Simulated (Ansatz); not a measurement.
Runs of Ansatz 0.2.0 on NiO. It takes space group Fm-3m (No. 225, cubic). Conventional cell: a = 4.172 Å, b = 4.172 Å, c = 4.172 Å, α = 90.00°, β = 90.00°, γ = 90.00°. Ni (site symmetry m-3m) is surrounded by 6 O at 2.09 Å. O (site symmetry m-3m) has 6 Ni at 2.09 Å as nearest neighbours. 

```csv
task,level,potentials or basis,spin,U,cell,k mesh,cutoff (eV),smearing,double counting,points for each segment of the path,hubbard projectors,other keys,gap on the mesh (eV),pressure (GPa),moment (μB)
band structure,revPBE+D4+U,Ansatz PAW,"collinear, ferromagnetic start",Ni d U = 5.3 eV,as given,11 × 11 × 11,420,fermi-dirac 0.025 eV,amf,14,ortho-atomic (the default),-,1.54,10.4,2.00
band structure,LDA+U,JTH PAW,"collinear, ferromagnetic start",Ni d U = 7 eV,as given,11 × 11 × 11,2400,methfessel-paxton 0.01 eV,fll (the default),14,ortho-atomic (the default),-,(a),(b),2.00
atomic charges,RPBE+D3(BJ)-ATM+U,Ansatz PAW,"collinear, ferromagnetic start",Ni d U = 5.0 eV,"atoms moved at random, drawn with an rms of 0.1 Å",8 × 8 × 8,420,methfessel-paxton 0.005 eV,fll (the default),-,all-electron-ortho-atomic,scf.occupations.method = methfessel_paxton; …,1.83,5.1,2.00
projected density of states,PBE+D3(BJ)-ATM+U,Ansatz PAW,"collinear, ferromagnetic start",Ni d U = 2 eV,as given,11 × 11 × 11,420,fermi-dirac 0.05 eV,amf,-,ortho-atomic,-,0.21,8.6,2.00
relaxation of cell and atoms,PBE+D4+U,Ansatz PAW,"collinear, program default start",Ni d U = 8 eV,relaxed,11 × 11 × 11,420,gaussian 0.02 eV,fll (the default),-,atomic,-,1.82,0.0,2.00
```

Fill in the values left out.

(a) 1.92; (b) -3.2.

Caveats: the magnetic or orbital state may not be the lowest; a cell with one magnetic atom can't hold antiferromagnetic order, which such compounds often take; the PAW data sets come from PBE, with cores solved anew for the run's functional, which leaves a small shift of forces and pressure (some runs); odd divisions of the mesh miss points on the zone boundary, where band edges often lie, so the gap on the mesh can be too wide (some runs); the plane-wave basis is chosen anew once the cell has moved, so the energies of steps on either side of that aren't comparable (some runs).

A k mesh can miss the band edges.
